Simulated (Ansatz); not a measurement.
# GaAs: the cost of one run

Method: DFT PBE, scalar-relativistic, plane waves, PAW, in Ansatz 0.2.0.

2 further runs of the same task are left out: 1 that didn't finish, 1 set aside as unsound or not needed. Runs told in other sessions of the task aren't counted.

**1. The system as given**

The structure is cubic, space group F-43m (No. 216). The conventional cell has a = 5.745 Å, b = 5.745 Å, c = 5.745 Å, α = 90.00°, β = 90.00°, γ = 90.00°. Ga (site symmetry -43m) has 4 As at 2.49 Å in its first shell of neighbours. As (site symmetry -43m) has 4 Ga at 2.49 Å in its first shell of neighbours.

As a file:

```cif
data_structure
_symmetry_space_group_name_H-M 'F-43m'
_symmetry_Int_Tables_number 216
_cell_length_a 5.7454
_cell_length_b 5.7454
_cell_length_c 5.7454
_cell_angle_alpha 90.000
_cell_angle_beta 90.000
_cell_angle_gamma 90.000
_cell_volume 189.65
loop_
_atom_site_label
_atom_site_type_symbol
_atom_site_symmetry_multiplicity
_atom_site_Wyckoff_symbol
_atom_site_fract_x
_atom_site_fract_y
_atom_site_fract_z
_atom_site_occupancy
Ga1 Ga 4 a 0.00000 0.00000 0.00000 1
As1 As 4 d 0.25000 0.25000 0.75000 1
```

It is the end of an earlier relaxation with the same method, from a generated guess; it is a trial structure. At a tolerance of 0.02 Å it has space group F-43m (No. 216); it has 23.71 Å³/atom, an uncorrected energy of -0.35 eV/atom over the elements.

**2. Static run: bands, density of states and charges**

The input, input.yaml:

```yaml
crystal:
  lattice:
    - [0.0, 2.8726923284, 2.8726923284]
    - [2.8726923284, 0.0, 2.8726923284]
    - [2.8726923284, 2.8726923284, 0.0]
  atoms:
    - { symbol: Ga, position: [0.0, 0.0, 0.0] }
    - { symbol: As, position: [0.25, 0.25, 0.25] }
basis:
  ecutwfc: 420
kpoints:
  mp_grid: { grid: [12, 12, 12] }
  band_path:
    path:
      - [[0.0, 0.0, 0.0], [-0.5, -0.5, 0.0], [-0.375, -0.375, 0.25]]
      - [[-0.375, 0.0, 0.375], [0.0, 0.0, 0.0], [0.0, 0.0, 0.5], [-0.5, -0.25, 0.25], [-0.5, -0.5, 0.0]]
    npoints: 14
hamiltonian:
  xc: pbe
scf:
  occupations: { method: gaussian, width: 0.02 }
  n_extra_bands: 6
output:
  forces: true
  stress: true
  eigenvalues: true
  populations: true
  dos: { projected: true, de: 0.02, nscf_kmesh: { grid: [15, 15, 15] } }
  bader: true
  write_density: true
  write_potential: true
  elf: true
  volumetric_format: npy
```

Started as:

```bash
ansatz run input.yaml --threads 1 --pin off --max-ram 2560MiB --backend cpu --events-out ev --progress --plain --runs-dir out
```

**Question.** How long does this run take on 1 thread of Arm Neoverse V2, shared host, and how much memory does it need?

About 33 s, with a peak of 0.37 GiB.
